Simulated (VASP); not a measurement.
```
CELL_PARAMETERS angstrom
      0.00000     3.08839     3.08839
      3.08839     0.00000     3.08839
      3.08839     3.08839     0.00000
ATOMIC_POSITIONS crystal
  Zn 0.00000 0.00000 0.00000
  Te 0.25000 0.25000 0.25000
```

The numbers are results of r2SCAN meta-GGA, VASP's PBE PAW potentials (set 64) (plane waves; VASP 6.6.1), not measurements. Numerical set-up: 520 eV cut-off, 8×8×8 Γ-centred mesh, Gaussian smearing of 0.050 eV, potentials Zn Te.

Task: Give the stress tensor in GPa (positive for a compressed cell).

Result: 
```
-1.39   0.00   0.00
 0.00  -1.39   0.00
 0.00   0.00  -1.39
```
The pressure is its mean diagonal, -1.39 GPa.

The compound is ZnTe in the zinc blende structure. This cell is one point of a volume scan, at 1.03 of the reference volume.
